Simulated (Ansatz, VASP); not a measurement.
# Cross-check of GaP between VASP and Ansatz

One calculation is typed for both programs; each brings its own data sets and cutoff. How far apart do they land?

Calculated with Ansatz 0.2.0; plane waves, with VASP 6.6.1 beside it; G0W0 gap at PBE.

## Step 1: Starting point

The structure is cubic, space group F-43m (No. 216). The conventional cell has a = 5.451 Å, b = 5.451 Å, c = 5.451 Å, α = 90.00°, β = 90.00°, γ = 90.00°. Nearest to Ga lie 4 P at 2.36 Å. Nearest to P lie 4 Ga at 2.36 Å. Farther neighbours are not listed.

## Step 2: VASP: G0W0 gap, PBE

Quasiparticle shifts depend on high empty states and on the cores, so they are the hardest test of two PAW sets.

Lines of VASP's logs that name or quote its potential files are left out, and so is its time.

The run reads the wave functions of an earlier VASP run, which isn't shown here.

Input file INCAR:

```
SYSTEM = GaP
PREC = Accurate
ENCUT = 430
ISMEAR = 0
SIGMA = 0.01
LREAL = .FALSE.
GGA = PE
NBANDS = 328
ALGO = EVGW0
NELMGW = 1
ENCUTGW = 230
NOMEGA = 64
PRECFOCK = Fast
NBANDSGW = 24
LWAVE = .FALSE.
LCHARG = .FALSE.
```

Input file POSCAR:

```
GaP
1.0
    0.0000000000      2.7252500000      2.7252500000
    2.7252500000      0.0000000000      2.7252500000
    2.7252500000      2.7252500000      0.0000000000
Ga P
1 1
Direct
    0.0000000000      0.0000000000      0.0000000000
    0.7500000000      0.7500000000      0.7500000000
```

Input file KPOINTS:

```
Automatic mesh
0
Gamma
4 4 4
0 0 0
```

PAW data sets: Ga_d_GW and P_GW (PBE family, release 64).

Started as:

```bash
> mpirun -np 8 vasp_std
```

Numbers of over 12 decimals in the logs are rounded to 6 here.

What it wrote:

```text
[banner, memory and clock lines left out]
running    8 mpi-ranks, on    1 nodes
 distrk:  each k-point on    8 cores,    1 groups
 distr:  one band on    1 cores,    8 groups

 POSCAR found type information on POSCAR GaP
 POSCAR found :  2 types and       2 ions
|                                                                             |
|           W    W    AA    RRRRR   N    N  II  N    N   GGGG   !!!           |
|           W    W   A  A   R    R  NN   N  II  NN   N  G    G  !!!           |
|           W    W  A    A  R    R  N N  N  II  N N  N  G       !!!           |
|           W WW W  AAAAAA  RRRRR   N  N N  II  N  N N  G  GGG   !            |
|           WW  WW  A    A  R   R   N   NN  II  N   NN  G    G                |
|           W    W  A    A  R    R  N    N  II  N    N   GGGG   !!!           |
|                                                                             |
|     For optimal performance we recommend to set                             |
|       NCORE = 2 up to number-of-cores-per-socket                            |
|     NCORE specifies how many cores store one orbital (NPAR=cpu/NCORE).      |
|     This setting can greatly improve the performance of VASP for DFT.       |
|     The default, NCORE=1 might be grossly inefficient on modern             |
|     multi-core architectures or massively parallel machines. Do your        |
|     Unfortunately you need to use the default for GW and RPA                |
|     calculations (for HF NCORE is supported but not extensively tested      |
|     yet).                                                                   |
|                                                                             |

|                                                                             |
|           W    W    AA    RRRRR   N    N  II  N    N   GGGG   !!!           |
|           W    W   A  A   R    R  NN   N  II  NN   N  G    G  !!!           |
|           W    W  A    A  R    R  N N  N  II  N N  N  G       !!!           |
|           W WW W  AAAAAA  RRRRR   N  N N  II  N  N N  G  GGG   !            |
|           WW  WW  A    A  R   R   N   NN  II  N   NN  G    G                |
|           W    W  A    A  R    R  N    N  II  N    N   GGGG   !!!           |
|                                                                             |
|     The default for ENCUTGWSOFT is different in this version of VASP.       |
|     please manually set ENCUTGWSOFT =230 in the INCAR file.                 |
|                                                                             |

 LDA part: xc-table for (Slater+PW92), standard interpolation
 found WAVECAR, reading the header
 POSCAR, INCAR and KPOINTS ok, starting setup
 FFT: planning ... GRIDC
 FFT: planning ... GRID_SOFT
 FFT: planning ... GRID
 reading WAVECAR
 the WAVECAR file was read successfully
 initial charge from wavefunction
 available memory per node:    119.71 GB, setting MAXMEM to    122587

 The Fermi energy was updated, please check that it is located mid-gap
 values below the HOMO (VB) or above the LUMO (CB) will cause erroneous energies
 E-fermi :   5.2175

 calculate exact exchange contribution
 the WAVEDER file was read successfully
energies w=
    0.000    0.000    0.473    0.000    0.944    0.000    1.413    0.000
    1.880    0.000    2.342    0.000    2.799    0.000    3.251    0.000
    3.697    0.000    4.137    0.000    4.571    0.000    4.999    0.000
    5.421    0.000    5.838    0.000    6.248    0.000    6.655    0.000
    7.057    0.000    7.456    0.000    7.851    0.000    8.245    0.000
    8.637    0.000    9.029    0.000    9.421    0.000    9.815    0.000
   10.211    0.000   10.610    0.000   11.014    0.000   11.424    0.000
   11.841    0.000   12.267    0.000   12.702    0.000   13.150    0.000
   13.610    0.000   14.087    0.000   14.581    0.000   15.096    0.000
   15.635    0.000   16.201    0.000   16.797    0.000   17.427    0.000
   18.099    0.000   18.816    0.000   19.586    0.000   20.418    0.000
   21.321    0.000   22.308    0.000   23.393    0.000   24.594    0.000
   25.934    0.000   27.441    0.000   29.151    0.000   31.112    0.000
   33.385    0.000   36.053    0.000   39.233    0.000   43.087    0.000
   47.854    0.000   53.902    0.000   61.821    0.000   72.623    0.000
   88.211    0.000  112.620    0.000  156.178    0.000  255.626    0.000
 responsefunction array rank=     336
 LDA part: xc-table for (Slater+PW92), standard interpolation

 min. memory requirement per mpi rank    251.8 MB, per node   2014.5 MB

 allocating   8 responsefunctions rank=   336
 shmem allocating  64 responsefunctions rank=   336
 response function shared by NCSHMEM nodes    1
 Doing            8  frequencies on each core in blocks of           64
NQ=   1    0.0000    0.0000    0.0000,
|.........|.........|.........|.........|.........|.........|.........|.........
 performed        493000 updates of chi_q(r,r)
 total number of BLAS operations        432.49 Gflops
NQ=   2    0.2500    0.0000    0.0000,
|.........|.........|.........|.........|.........|.........|.........|.........
 performed       1427000 updates of chi_q(r,r)
 total number of BLAS operations       1169.42 Gflops
NQ=   3    0.5000    0.0000    0.0000,
|.........|.........|.........|.........|.........|.........|.........|.........
 performed       2235000 updates of chi_q(r,r)
 total number of BLAS operations       1882.19 Gflops
NQ=   4    0.2500    0.2500    0.0000,
|.........|.........|.........|.........|.........|.........|.........|.........
 performed       3169000 updates of chi_q(r,r)
 total number of BLAS operations       2605.10 Gflops
NQ=   5    0.5000    0.2500    0.0000,
|.........|.........|.........|.........|.........|.........|.........|.........
 performed       4449000 updates of chi_q(r,r)
 total number of BLAS operations       3641.13 Gflops
NQ=   6   -0.2500    0.2500    0.0000,
|.........|.........|.........|.........|.........|.........|.........|.........
 performed       5603000 updates of chi_q(r,r)
 total number of BLAS operations       4557.72 Gflops
NQ=   7    0.5000    0.5000    0.0000,
|.........|.........|.........|.........|.........|.........|.........|.........
 performed       6316000 updates of chi_q(r,r)
 total number of BLAS operations       5164.64 Gflops
NQ=   8   -0.2500    0.5000    0.2500,
|.........|.........|.........|.........|.........|.........|.........|.........
 performed       7218000 updates of chi_q(r,r)
 total number of BLAS operations       5941.64 Gflops
 resolving degeneracies of screened two electron integrals

 calculate QP shifts <psi_nk| G(iteration)W_0 |psi_nk>: iteration 1
 entering main loop
```

OUTCAR, selected parts (step 2):

```text
ion  position               nearest neighbor table
   1  0.000  0.000  0.000-   2 2.36   2 2.36   2 2.36   2 2.36
   2  0.750  0.750  0.750-   1 2.36   1 2.36   1 2.36   1 2.36

  LATTYP: Found a face centered cubic cell.
 ALAT       =     5.4505000000

 Subroutine GETGRP returns: Found 24 space group operations
 (whereof 24 operations were pure point group operations)

The static configuration has the point symmetry T_d .

 Found      8 irreducible k-points:

   k-points           NKPTS =      8   k-points in BZ     NKDIM =     64   number of bands    NBANDS=    328

   dimension x,y,z NGX =    28 NGY =   28 NGZ =   28
   dimension x,y,z NGXF=    56 NGYF=   56 NGZF=   56

   ENCUT  =  430.0 eV  31.60 Ry    5.62 a.u.   6.52  6.52  6.52*2*pi/ulx,y,z

   NELECT =      18.0000    total number of electrons

  energy-cutoff  :      430.00
  volume of cell :       40.48
      direct lattice vectors                 reciprocal lattice vectors
     0.000000000  2.725250000  2.725250000    -0.183469406  0.183469406  0.183469406
     2.725250000  0.000000000  2.725250000     0.183469406 -0.183469406  0.183469406
     2.725250000  2.725250000  0.000000000     0.183469406  0.183469406 -0.183469406

 k-points in reciprocal lattice and weights: Automatic mesh
   0.00000000  0.00000000  0.00000000       0.016
   0.25000000  0.00000000  0.00000000       0.125
   0.50000000  0.00000000  0.00000000       0.062
   0.25000000  0.25000000  0.00000000       0.094
   0.50000000  0.25000000  0.00000000       0.375
  -0.25000000  0.25000000  0.00000000       0.188
   0.50000000  0.50000000  0.00000000       0.047
  -0.25000000  0.50000000  0.25000000       0.094

 E-fermi :   5.2175

 QP shifts <psi_nk| G(iteration)W_0 |psi_nk>: iteration 1
 for sc-GW calculations column KS-energies equals QP-energies in previous step
 and V_xc(KS)=  KS-energies - (<T + V_ion + V_H > + <T+V_H+V_ion>^1  + <V_x>^1)
 k-point   1 :       0.0000    0.0000    0.0000
  band No.  KS-energies  QP-energies   sigma(KS)   V_xc(KS)     V^pw_x(r,r')   Z            occupation Imag(sigma)
    ...
      6      -8.0963      -8.7005     -12.3020     -11.3620     -18.6678       0.6427       2.0000       0.9412
      7       4.4052       3.7071     -13.5243     -12.6166     -14.6171       0.7691       2.0000      -0.0018
      8       4.4052       3.7071     -13.5243     -12.6166     -14.6171       0.7691       2.0000      -0.0018
      9       4.4052       3.7071     -13.5243     -12.6166     -14.6171       0.7691       2.0000      -0.0018
     10       6.2183       6.4084     -11.3807     -11.6281      -6.8650       0.7683       0.0000      -0.0679
     11       8.2588       8.3344     -10.3850     -10.4838      -5.8174       0.7644       0.0000      -0.0856
     12       8.2588       8.3344     -10.3850     -10.4838      -5.8174       0.7644       0.0000      -0.0856
     13       8.2588       8.3344     -10.3850     -10.4838      -5.8174       0.7644       0.0000      -0.0856
    ...

 k-point   2 :       0.2500    0.0000    0.0000
  band No.  KS-energies  QP-energies   sigma(KS)   V_xc(KS)     V^pw_x(r,r')   Z            occupation Imag(sigma)
    ...
      6      -7.3204      -7.9666     -12.6910     -11.7333     -18.8631       0.6747       2.0000       0.8848
      7       0.5160      -0.1904     -12.5640     -11.5955     -14.8230       0.7294       2.0000       0.0628
      8       3.7384       3.0224     -13.1777     -12.2380     -14.4104       0.7619       2.0000       0.0015
      9       3.7384       3.0224     -13.1777     -12.2380     -14.4104       0.7619       2.0000       0.0015
     10       6.5414       6.6690     -10.7392     -10.9046      -6.3734       0.7715       0.0000      -0.0691
     11       9.1168       9.2032     -10.5046     -10.6187      -5.7136       0.7576       0.0000      -0.1004
     12       9.1168       9.2032     -10.5046     -10.6187      -5.7136       0.7576       0.0000      -0.1004
     13      10.7465      10.7823     -10.9313     -10.9795      -5.6150       0.7412       0.0000      -0.1411
    ...

 k-point   3 :       0.5000    0.0000    0.0000
  band No.  KS-energies  QP-energies   sigma(KS)   V_xc(KS)     V^pw_x(r,r')   Z            occupation Imag(sigma)
    ...
      6      -6.0267      -6.7021     -13.4191     -12.4491     -19.2274       0.6963       2.0000       0.7383
      7      -2.2488      -2.9570     -11.7519     -10.7384     -15.2543       0.6988       2.0000       0.2309
      8       3.2811       2.5393     -13.0605     -12.0794     -14.4629       0.7562       2.0000       0.0056
      9       3.2811       2.5393     -13.0605     -12.0794     -14.4629       0.7562       2.0000       0.0056
     10       6.0580       6.1632     -10.7077     -10.8435      -6.4940       0.7745       0.0000      -0.0658
     11       9.0900       9.1573     -10.1327     -10.2209      -5.4024       0.7634       0.0000      -0.1011
     12       9.0900       9.1573     -10.1327     -10.2209      -5.4024       0.7634       0.0000      -0.1011
     13      12.6742      12.4226      -8.6671      -8.3336      -3.0196       0.7544       0.0000      -0.2437
    ...

 k-point   4 :       0.2500    0.2500    0.0000
  band No.  KS-energies  QP-energies   sigma(KS)   V_xc(KS)     V^pw_x(r,r')   Z            occupation Imag(sigma)
    ...
      6      -7.0587      -7.6870     -12.7401     -11.7861     -18.8207       0.6587       2.0000       0.8542
      7       0.7206       0.0542     -13.0565     -12.1455     -15.2165       0.7315       2.0000       0.0626
      8       2.7130       1.9715     -12.6768     -11.6871     -14.1996       0.7492       2.0000       0.0081
      9       2.7130       1.9715     -12.6768     -11.6871     -14.1996       0.7492       2.0000       0.0081
     10       6.5609       6.5724      -9.9143      -9.9291      -5.7505       0.7776       0.0000      -0.0727
     11       8.1077       8.1380     -10.2683     -10.3082      -5.6539       0.7601       0.0000      -0.0891
     12      11.1279      11.2360     -11.1168     -11.2628      -5.7238       0.7407       0.0000      -0.1547
     13      11.1279      11.2360     -11.1168     -11.2628      -5.7238       0.7407       0.0000      -0.1547
    ...

[... 4 further parts left out ...]
```

(Continued in part 2 of 2.)

[Lines on the potential files, build, host, timing and source positions are cut from VASP's logs without a mark.]

[Logs are printed without paths, hosts, clocks, repeated set-up lines and the standing remarks that a program may print on its own settings, such as how far it seeks lower states.]

[Hosts, paths, dates, database ids (printed as entryN), source tags and the programs' standing remarks are cut or masked in the printed files.]
